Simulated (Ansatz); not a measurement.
# PbS: stress in a strained cell

Aim: deform PbS (equal xx and yy strain of +2 %) and compute stress, forces and field gradients with LAPW, PAW and all-electron datasets made for the crystal.

Method: DFT PBE, scalar-relativistic, in Ansatz 0.2.0.

### 1 Starting point

Symmetry: C2/m, No. 12, monoclinic system. Conventional cell: a = 5.881 Å, b = 5.800 Å, c = 11.759 Å, α = 90.00°, β = 95.27°, γ = 90.00°. Pb (site symmetry m) has 5 S at 2.75 to 2.98 Å as nearest neighbours. Around S (site symmetry m) lie 5 Pb at 2.75 to 2.98 Å.

Structure file:

```xyz
4
Lattice="2.9405 -2.9000 0.0000 2.9405 2.9000 0.0000 -1.0800 0.0000 11.7093" Properties=species:S:1:pos:R:3 pbc="T T T"
Pb    3.8740    0.0000    7.4516
Pb    0.9270    0.0000    4.2577
S     0.9319    0.0000    7.0092
S     3.8690    0.0000    4.7001
```

Atoms are numbered in the order of the input: Pb1, Pb2, S3, S4.

### 2 After the deformation

Space group C2/m before, C2/m after.

### 3 Full-potential LAPW

input.yaml

```yaml
crystal:
  lattice:
    - [2.99931, -2.958, 0.0]
    - [2.99931, 2.958, 0.0]
    - [-1.101651, 0.0, 11.70929]
  atoms:
    - { symbol: Pb, position: [0.7756, 0.7756, 0.63638] }
    - { symbol: Pb, position: [0.2244, 0.2244, 0.36362] }
    - { symbol: S, position: [0.2684, 0.2684, 0.5986] }
    - { symbol: S, position: [0.7316, 0.7316, 0.4014] }
kpoints:
  mp_grid: { grid: [7, 7, 3] }
  band_path:
    path:
      - [0.0, 0.0, 0.0]
      - [-0.4953132292, 0.4953132292, 0.0]
      - [-0.5046867708, -0.4953132292, 0.0]
      - [-0.5, -0.5, 0.0]
      - [0.0, 0.0, 0.0]
      - [-0.5, -0.5, 0.5]
      - [-0.5164067785, -0.4835932215, 0.5]
      - [-0.4835932215, 0.4835932215, 0.5]
      - [0.0, 0.0, 0.5]
    npoints: 5
scf:
  occupations: { method: fermi_dirac, width: 0.01 }
hamiltonian:
  xc: pbe
  pseudopotentials: { kind: all_electron, lapw: { basis_error: 0.0005 } }
output:
  forces: true
  stress: true
  eigenvalues: true
```

Command:

```
$ ansatz run input.yaml --threads 1 --pin off --max-ram 4096MiB --backend cpu --events-out ev --progress --plain --runs-dir out
```

### 4 PAW with frozen cores

input.yaml

```yaml
crystal:
  lattice:
    - [2.99931, -2.958, 0.0]
    - [2.99931, 2.958, 0.0]
    - [-1.101651, 0.0, 11.70929]
  atoms:
    - { symbol: Pb, position: [0.7756, 0.7756, 0.63638] }
    - { symbol: Pb, position: [0.2244, 0.2244, 0.36362] }
    - { symbol: S, position: [0.2684, 0.2684, 0.5986] }
    - { symbol: S, position: [0.7316, 0.7316, 0.4014] }
kpoints:
  mp_grid: { grid: [7, 7, 3] }
scf:
  occupations: { method: fermi_dirac, width: 0.01 }
hamiltonian:
  xc: pbe
  pseudopotentials: { kind: paw }
output:
  forces: true
  stress: true
  eigenvalues: true
  efg: { contact_densities: true }
```

### 5 All-electron PAW on datasets made for the crystal

Edit input.yaml of step 4 so:

```diff
@@ -16,3 +16,3 @@
   xc: pbe
-  pseudopotentials: { kind: paw }
+  pseudopotentials: { kind: all_electron, datasets: crystal }
 output:
```

(Steps that only read results are left out.)

What does the calculation give? Wanted: pressure; largest shear or deviatoric stress.

The runs gave:

```
                                 quantity                                              value
                                 pressure  LAPW -0.85, PAW -0.85, crystal datasets -0.85 GPa
largest shear or deviatoric stress (LAPW)                                           0.71 GPa
```

The largest part of the stress beyond the pressure is 0.71 GPa in size; the atoms are carried along and not relaxed. No run of the undeformed cell stands beside it, so the pressure holds what the given cell had before the change. PAW: stress within 0.01 GPa of LAPW, forces within 1 meV/Å. Crystal datasets: stress within 0.01 GPa of LAPW, forces within 1 meV/Å. Spin-orbit coupling is left out, though the cell holds Pb; in elements this heavy it can shift bands and gaps by tenths of an eV.

The gaps are Kohn-Sham values of a semilocal functional, not quasiparticle or optical gaps. Such gaps usually fall short of the measured ones; spin-orbit coupling, left out here, narrows gaps with Pb, so the two errors partly cancel.
